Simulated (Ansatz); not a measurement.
BaTiO3 (Barioperovskite):

```
Ba Ti O
1.0
     3.98550    0.00000    0.00000
     0.00000    2.83690    2.84515
     0.00000   -2.83690    2.84515
Ba Ti O
1 1 3
Cartesian
  0.0000 0.0000 0.0000
  1.9928 0.0000 2.9157
  1.9928 1.3804 4.2594
  1.9928 -1.3804 4.2594
  0.0000 0.0000 2.7735
```

* Program: Ansatz 0.2.0
* Task: relaxation of cell and atoms
* Functional: PBEsol
* Dispersion: D4
* Potentials or basis: Ansatz PAW
* Cutoff: 420 eV (not typed: the program's choice for these potentials)
* k mesh: 7 × 7 × 7
* Occupations: fermi-dirac, width 0.05 eV
* Spin: no spin polarisation

At the start: volume 12.87 Å³/atom.

Problem. How do energy, volume and symmetry change on relaxing?

Solution. It ends after 11 steps and the volume is 12.51 Å³/atom (-2.8 %); space group Amm2 (No. 38, to 0.05 Å).

Step by step:
| step | energy change (eV) | largest force (eV/Å) | volume (Å³) |
| --- | --- | --- | --- |
| 1 | 0.0000 | 0.2917 | 64.34 |
| 2 | -0.0469 | 0.3731 | 62.15 |
| 3 | -0.0563 | 0.1749 | 62.07 |
| 4 | -0.0585 | 0.1099 | 62.33 |
| 5 | -0.0595 | 0.0967 | 62.37 |
| 6 | -0.0582 | 0.1661 | 62.74 |
| 7 | -0.0608 | 0.0046 | 62.65 |
| 8 | -0.0608 | 0.0009 | 62.66 |
| 9 | -0.0555 | 0.0009 | 62.66 |
| 10 | -0.0559 | 0.0018 | 62.57 |
| 11 | -0.0554 | 0.0018 | 62.57 |

Final structure:
```
Ba Ti O
1.0
     3.94183    0.00000    0.00000
     0.00000    2.81336    2.82090
     0.00000   -2.81336    2.82090
Ba Ti O
1 1 3
Direct
  0.00000 0.00596 0.00596
  0.50000 0.51741 0.51741
  0.50000 0.98700 0.49405
  0.50000 0.49405 0.98700
  0.00000 0.49246 0.49246
```

Caveat: the plane-wave basis is chosen anew once the cell has moved, so the energies of steps on either side of that aren't comparable; the pressure holds a Pulay correction of +0.6 GPa for the finite cutoff; the PAW data sets come from PBE, with cores solved anew for the run's functional, which leaves a small shift of forces and pressure.
